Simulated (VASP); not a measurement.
# CdSe (P6_3mc) in VASP: further runs

Aim: see how the results for CdSe move with the level of theory and the settings. Levels: PBEsol, HSE06, RPBE+D4, PBE, RPBE+D3(BJ). Tasks: single point, relaxation of cell and atoms.

All numbers are computed with VASP 6.6.1; they aren't measurements. Logs are shortened: lines on timing, memory, paths and dates and some standing lists are left out, and cuts for length are marked.

**The experiment to reproduce.**

From a printed reference work, data compilation, for a bulk crystal of CdSe at 2 K: band gap 1.841 eV.

The results are compared with them further down.

## (1) The cell of the first run

The structure is hexagonal, space group P6_3mc (No. 186). Conventional cell: a = 4.328 Å, b = 4.328 Å, c = 7.066 Å, α = 90.00°, β = 90.00°, γ = 120.00°. Cd (site symmetry 3m) has 4 Se at 2.63 to 2.72 Å within 3.5 Å. Se (site symmetry 3m) has 4 Cd at 2.63 to 2.72 Å within 3.5 Å.

## (2) Single point, PBEsol, non-collinear spin, zero start, spin-orbit coupling

The input, INCAR:

```
SYSTEM = CdSe
ALGO     = Normal         ! electronic algorithm
EDIFF    = 1E-6           ! SCF threshold, eV
ENCUT    = 520            ! plane-wave cutoff, eV
GGA      = PS             ! functional
GGA_COMPAT= .False.      
ISIF     = 2              ! what is computed and relaxed
ISMEAR   = -1             ! smearing method
LASPH    = .True.         ! aspherical terms in the spheres
LCHARG   = .False.        ! write CHGCAR
LORBIT   = 11             ! projections on sites
LORBMOM  = .True.       
LREAL    = .False.        ! projectors in reciprocal space
LSORBIT  = .True.         ! spin-orbit coupling
LWAVE    = .False.        ! write WAVECAR
MAGMOM   = 0 0 0 0 0 0 0 0 0 0 0 0 ! initial moments
NBANDS   = 50             ! bands
NELM     = 150            ! most SCF steps
PREC     = Accurate       ! precision mode
SIGMA    = 0.05           ! smearing width, eV
```

The input, KPOINTS:

```
k-points
0
Gamma
  7 7 4
  0 0 0
```

The input, POSCAR:

```
CdSe
1.0
    4.3284776511      0.0000000000      0.0000000000
   -2.1642388256      3.7485716056      0.0000000000
    0.0000000000      0.0000000000      7.0664914211
Cd Se
2 2
Direct
    0.6666666667      0.3333333333      0.5000000000
    0.3333333333      0.6666666667      0.0000000000
    0.6666666667      0.3333333333      0.8850000000
    0.3333333333      0.6666666667      0.3850000000
```

Potentials or basis: VASP PAW PBE potentials, release 64 (Cd, Se).

On the command line:

```bash
$ cat potpaw_PBE.64/Cd/POTCAR potpaw_PBE.64/Se/POTCAR > POTCAR
$ mpirun -np 1 vasp_ncl > vasp.out
```

OUTCAR:

```text
SYSTEM = CdSe
   EDIFF = 1E-6
   ENCUT = 520
   GGA = PS
   ISIF = 2
   ISMEAR = -1
   LASPH = .True.
   LORBIT = 11
   LREAL = .False.
   LSORBIT = .True.
   NELM = 150
   PREC = Accurate

 ion  position               nearest neighbor table
   1  0.667  0.333  0.500-   4 2.63   4 2.63   4 2.63   3 2.72
   2  0.333  0.667  0.000-   3 2.63   3 2.63   3 2.63   4 2.72
   3  0.667  0.333  0.885-   2 2.63   2 2.63   2 2.63   1 2.72
   4  0.333  0.667  0.385-   1 2.63   1 2.63   1 2.63   2 2.72

  LATTYP: Found a hexagonal cell.
 ALAT       =     4.3284776511
 C/A-ratio  =     1.6325581395

  Lattice vectors:

 A1 = (   4.3284776511,   0.0000000000,   0.0000000000)
 A2 = (  -2.1642388256,   3.7485716056,   0.0000000000)
 A3 = (   0.0000000000,   0.0000000000,   7.0664914211)

Analysis of symmetry for initial positions (statically):
=====================================================================
 Subroutine PRICEL returns:
 Original cell was already a primitive cell.

 Routine SETGRP: Setting up the symmetry group for a
 hexagonal supercell.

 Subroutine GETGRP returns: Found 12 space group operations
 (whereof  6 operations were pure point group operations)
 out of a pool of 24 trial point group operations.

The static configuration has the point symmetry C_3v.
 The point group associated with its full space group is C_6v.

Analysis of symmetry for dynamics (positions and initial velocities):
=====================================================================
 Subroutine PRICEL returns:
 Original cell was already a primitive cell.

 Routine SETGRP: Setting up the symmetry group for a
 hexagonal supercell.

 Subroutine GETGRP returns: Found 12 space group operations
 (whereof  6 operations were pure point group operations)
 out of a pool of 24 trial point group operations.

The dynamic configuration has the point symmetry C_3v.
 The point group associated with its full space group is C_6v.

Analysis of structural, dynamic, and magnetic symmetry:
=====================================================================
 Subroutine PRICEL returns:
 Original cell was already a primitive cell.

 Routine SETGRP: Setting up the symmetry group for a
 hexagonal supercell.

 Subroutine GETGRP returns: Found 12 space group operations
 (whereof  6 operations were pure point group operations)
 out of a pool of 24 trial point group operations.

The overall configuration has the point symmetry C_3v.
 The point group associated with its full space group is C_6v.

 Subroutine INISYM returns: Found 12 space group operations
 (whereof  6 operations are pure point group operations),
 and found     1 'primitive' translations

----------------------------------------------------------------------------------------

                                     Primitive cell

  volume of cell :     114.6581

  direct lattice vectors                    reciprocal lattice vectors
     4.328477651  0.000000000  0.000000000     0.231028107  0.133384140  0.000000000
    -2.164238826  3.748571606  0.000000000     0.000000000  0.266768280  0.000000000
     0.000000000  0.000000000  7.066491421     0.000000000  0.000000000  0.141512943

  length of vectors
     4.328477651  4.328477651  7.066491421     0.266768280  0.266768280  0.141512943

  position of ions in fractional coordinates (direct lattice)
     0.666666667  0.333333333  0.500000000
     0.333333333  0.666666667  0.000000000
     0.666666667  0.333333333  0.885000000
     0.333333333  0.666666667  0.385000000

  ion indices of the primitive-cell ions
   primitive index   ion index
                 1           1
                 2           2
                 3           3
                 4           4

----------------------------------------------------------------------------------------

 KPOINTS: k-points

Automatic generation of k-mesh.
 Grid dimensions read from file:
 generate k-points for:    7    7    4

 Generating k-lattice:

  Cartesian coordinates                     Fractional coordinates (reciprocal lattice)
     0.033004015  0.019054877  0.000000000     0.142857143  0.000000000  0.000000000
     0.000000000  0.038109754  0.000000000     0.000000000  0.142857143  0.000000000
     0.000000000  0.000000000  0.035378236     0.000000000  0.000000000  0.250000000

  Length of vectors
     0.038109754  0.038109754  0.035378236

  Shift w.r.t. Gamma in fractional coordinates (k-lattice)
     0.000000000  0.000000000  0.000000000

 Subroutine IBZKPT returns following result:
 ===========================================
[... 71 lines left out ...]
  Thomas-Fermi vector in A             =   2.249267
   LORBIT       =     11    0 simple, 1 ext, 2 COOP (PROOUT), +10 PAW based schemes
   GGA     = PS    functional components
   LHFCALC =     F    Hartree Fock is set to
   AEXX    =    0.0000 exact exchange contribution
   IVDW    =     0    specifies the selected vdW correction
   LEPSILON=     F    determine dielectric tensor
   LRPA    =     F    only Hartree local field effects (RPA)
  energy-cutoff  :      520.00
  volume of cell :      114.66
 maximum number of plane-waves:      6204
   NGX = 17   NGY = 17   NGZ = 27

 number of electron      35.9999999 magnetization      -0.0000000     -0.0000000      0.0000000

 number of electron      35.9999999 magnetization      -0.0000000     -0.0000000     -0.0000000

 number of electron      35.9999999 magnetization      -0.0000000      0.0000000      0.0000000

 number of electron      35.9999999 magnetization       0.0000000      0.0000000      0.0000000

 Free energy of the ion-electron system (eV)
  ---------------------------------------------------
  ext. energy  EPLUGINS =         0.00000000
  ---------------------------------------------------
  free energy    TOTEN  =       -12.42836436 eV

  energy without entropy =      -12.42823635  energy(sigma->0) =      -12.42830036

 E-fermi :   1.0020     XC(G=0):  -9.0037

 val. band max:        0.7664274105   @ k =   0.0000   0.0000   0.0000
 cond. band min:       1.1904698833   @ k =   0.0000   0.0000   0.0000
 fundamental gap:      0.4240424728
 Fermi energy:         1.0020481884

 k-point     1 :       0.0000    0.0000    0.0000
  band No.  band energies     occupation
      1     -11.8622      1.00000
      2     -11.8622      1.00000
      3     -11.5068      1.00000
      4     -11.5068      1.00000
      5      -7.5042      1.00000
      6      -7.5042      1.00000
[... 1213 lines left out ...]
     47       7.4033      0.00000
     48       7.4149      0.00000

 [... further k-points ...]

 [bands above 48 left out]

------------------------ aborting loop because EDIFF is reached ----------------------------------------

  FORCE on cell =-STRESS in cart. coord.  units (eV):
  Direction    XX          YY          ZZ          XY          YZ          ZX
  --------------------------------------------------------------------------------------
  -------------------------------------------------------------------------------------
  Total        0.0091642      0.0091642     -1.1739027     -0.0000000      0.0000000      0.0000000
  in kB        0.1280561      0.1280561    -16.4035509     -0.0000000      0.0000000      0.0000000
  external PRESSURE =      -5.3824796 kB  Pullay stress =       0.0000000 kB

 VOLUME and BASIS-vectors are now :
 -----------------------------------------------------------------------------
  energy-cutoff  :      520.00
  volume of cell :      114.66
      direct lattice vectors                 reciprocal lattice vectors
     4.328477651  0.000000000  0.000000000     0.231028107  0.133384140  0.000000000
    -2.164238826  3.748571606  0.000000000     0.000000000  0.266768280  0.000000000
     0.000000000  0.000000000  7.066491421     0.000000000  0.000000000  0.141512943

 POSITION                                       TOTAL-FORCE (eV/Angst)
 -----------------------------------------------------------------------------------
      2.16424      1.24952      3.53325         0.000000     -0.000000      0.254146
     -0.00000      2.49905      0.00000         0.000000      0.000000      0.254146
      2.16424      1.24952      6.25384        -0.000000      0.000000     -0.254146
     -0.00000      2.49905      2.72060         0.000000     -0.000000     -0.254146
 -----------------------------------------------------------------------------------
    total drift:                               -0.000000      0.000000     -0.000472

  FREE ENERGIE OF THE ION-ELECTRON SYSTEM (eV)
  ---------------------------------------------------
  free  energy   TOTEN  =       -12.4283643624 eV

  energy  without entropy=      -12.4282363548  energy(sigma->0) =      -12.42830036

 orbital moment (x)

 # of ion     p       d       tot
 ----------------------------------------
  1        -0.000   0.000   0.000
  2         0.000  -0.000  -0.000
  3         0.000  -0.000   0.000
  4        -0.000   0.000  -0.000
 ----------------------------------------
           -0.000   0.000   0.000

 orbital moment (y)

 # of ion     p       d       tot
 ----------------------------------------
  1        -0.000   0.000   0.000
  2        -0.000  -0.000  -0.000
  3        -0.000   0.000  -0.000
  4         0.000  -0.000   0.000
 ----------------------------------------
           -0.000   0.000   0.000

 orbital moment (z)

 # of ion     p       d       tot
 ----------------------------------------
  1         0.000  -0.000  -0.000
  2         0.000  -0.000  -0.000
  3         0.000   0.000   0.000
  4         0.000   0.000   0.000
 ----------------------------------------
            0.000  -0.000  -0.000

 Spin-Orbit-Coupling matrix elements

 Ion:    1  E_soc:     -0.0581940
 l=   1
     0.0000000    -0.0026487    -0.0028274
    -0.0026487     0.0000000    -0.0026487
    -0.0028274    -0.0026487     0.0000000
 l=   2
     0.0000000    -0.0013952     0.0000000    -0.0013952    -0.0056204
    -0.0013952     0.0000000    -0.0041945    -0.0013819    -0.0013952
     0.0000000    -0.0041945     0.0000000    -0.0041945     0.0000000
    -0.0013952    -0.0013819    -0.0041945     0.0000000    -0.0013952
    -0.0056204    -0.0013952     0.0000000    -0.0013952     0.0000000
 l=   3
     0.0000000     0.0000000     0.0000000     0.0000000     0.0000000     0.0000000     0.0000000
     0.0000000     0.0000000     0.0000000     0.0000000     0.0000000     0.0000000     0.0000000
     0.0000000     0.0000000     0.0000000     0.0000000     0.0000000     0.0000000     0.0000000
     0.0000000     0.0000000     0.0000000     0.0000000     0.0000000     0.0000000     0.0000000
[... 49 lines left out ...]
 l=   2
     0.0000000    -0.0000009     0.0000000    -0.0000009    -0.0000077
    -0.0000009     0.0000000    -0.0000050    -0.0000001    -0.0000009
     0.0000000    -0.0000050     0.0000000    -0.0000050     0.0000000
    -0.0000009    -0.0000001    -0.0000050     0.0000000    -0.0000009
    -0.0000077    -0.0000009     0.0000000    -0.0000009     0.0000000
 l=   3
     0.0000000     0.0000000     0.0000000     0.0000000     0.0000000     0.0000000     0.0000000
     0.0000000     0.0000000     0.0000000     0.0000000     0.0000000     0.0000000     0.0000000
     0.0000000     0.0000000     0.0000000     0.0000000     0.0000000     0.0000000     0.0000000
     0.0000000     0.0000000     0.0000000     0.0000000     0.0000000     0.0000000     0.0000000
     0.0000000     0.0000000     0.0000000     0.0000000     0.0000000     0.0000000     0.0000000
     0.0000000     0.0000000     0.0000000     0.0000000     0.0000000     0.0000000     0.0000000
     0.0000000     0.0000000     0.0000000     0.0000000     0.0000000     0.0000000     0.0000000

 total charge

# of ion       s       p       d       tot
------------------------------------------
    1        0.445   0.308   9.550  10.304
    2        0.445   0.308   9.550  10.304
    3        1.446   2.370   0.021   3.837
    4        1.446   2.370   0.021   3.837
--------------------------------------------------
tot          3.782   5.356  19.144  28.282

 magnetization (x)

# of ion       s       p       d       tot
------------------------------------------
    1        0.000   0.000   0.000   0.000
    2       -0.000  -0.000  -0.000  -0.000
    3        0.000   0.000  -0.000   0.000
    4       -0.000   0.000  -0.000   0.000
--------------------------------------------------
tot          0.000   0.000  -0.000   0.000

 magnetization (y)

# of ion       s       p       d       tot
------------------------------------------
    1        0.000  -0.000   0.000  -0.000
    2        0.000  -0.000   0.000  -0.000
    3        0.000   0.000   0.000   0.000
    4        0.000   0.000   0.000   0.000
--------------------------------------------------
tot          0.000  -0.000   0.000  -0.000

 magnetization (z)

# of ion       s       p       d       tot
------------------------------------------
    1        0.000   0.000   0.000   0.000
    2       -0.000   0.000  -0.000  -0.000
    3       -0.000   0.000   0.000   0.000
    4       -0.000   0.000   0.000   0.000
--------------------------------------------------
tot         -0.000   0.000   0.000   0.000
```

It took 10 min on 1 thread of Intel Xeon 8259CL, shared host; peak memory 0.6 GiB.

Results:

| Property | Result |
| --- | --- |
| Free energy | -12.4284 eV |
| Pressure | -0.5 GPa |
| Largest force | 0.254 eV/Å |
| Net moment | 0.00 μB per cell |
| Valence electrons inside the program's atomic spheres | Cd 10.30; Se 3.84 |

Forces in eV/Å, atoms in the order of the input:
```
Cd   0.000  0.000  0.254
Cd   0.000  0.000  0.254
Se   0.000  0.000 -0.254
Se   0.000  0.000 -0.254
```

Stress tensor (GPa, compression positive):
```
 0.01  0.00  0.00
 0.00  0.01  0.00
 0.00  0.00 -1.64
```

Moments on the atoms (μB; x, y, z):
```
Cd  0.00 0.00 0.00
Cd  0.00 0.00 0.00
Se  0.00 0.00 0.00
Se  0.00 0.00 0.00
```

Caveat: the PAW data sets were made with another functional, which shifts forces and pressure a little.

[end of part 1 of 3]
